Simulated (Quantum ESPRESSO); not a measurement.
## NaI in Quantum ESPRESSO: convergence with SCF threshold

Crystal: NaI.

```xyz
2
Lattice="0.0000 3.2364 3.2364 3.2364 0.0000 3.2364 3.2364 3.2364 0.0000" Properties=species:S:1:pos:R:3 pbc="T T T"
I     3.1729    3.2029    3.2459
Na    0.0184   -0.0630    0.0143
```

The cell isn't the ideal one: atoms moved at random, drawn with an rms of 0.1 Å.

- Program: Quantum ESPRESSO 7.5
- Task: single point
- Functional: LDA
- Potentials or basis: GBRV 1.5 LDA
- Cutoff: 612 eV
- Density cutoff: 4898 eV
- k mesh: 7 × 7 × 7
- Occupations: fermi-dirac, width 0.136 eV
- Spin: no spin polarisation

These are the settings of the first run; the series varies SCF threshold, with any setting tied to it.

Hardware: 1 thread of Arm Neoverse V1, on a shared host.

```csv
SCF threshold,"energy less the tightest run, at zero smearing (meV/atom)",pressure (GPa),largest force (eV/Å),SCF cycles,CPU time (s),peak memory (GiB)
0.001 Ry,0.12,-2.55,0.061,3,52,0.3
0.0001 Ry,0.02,-1.48,0.055,4,60,0.29
1e-05 Ry,0.02,-1.48,0.055,4,60,0.3
1e-06 Ry,0.02,-1.48,0.055,4,60,0.3
1e-07 Ry,0.00,-1.66,0.064,6,81,0.3
1e-08 Ry,0.00,-1.60,0.063,7,90,0.3
1e-10 Ry,0.00,-1.60,0.063,9,110,0.3
1e-12 Ry,0.00,-1.60,0.063,10,120,0.3
```

Against the tightest run, the energy stays within 1 meV/atom from 0.001 Ry on; the pressure stays within 0.1 GPa from 1e-07 Ry on; the largest force stays within 0.005 eV/Å from 1e-07 Ry on. The tightest run that finished is the yardstick and may itself not be fully converged.
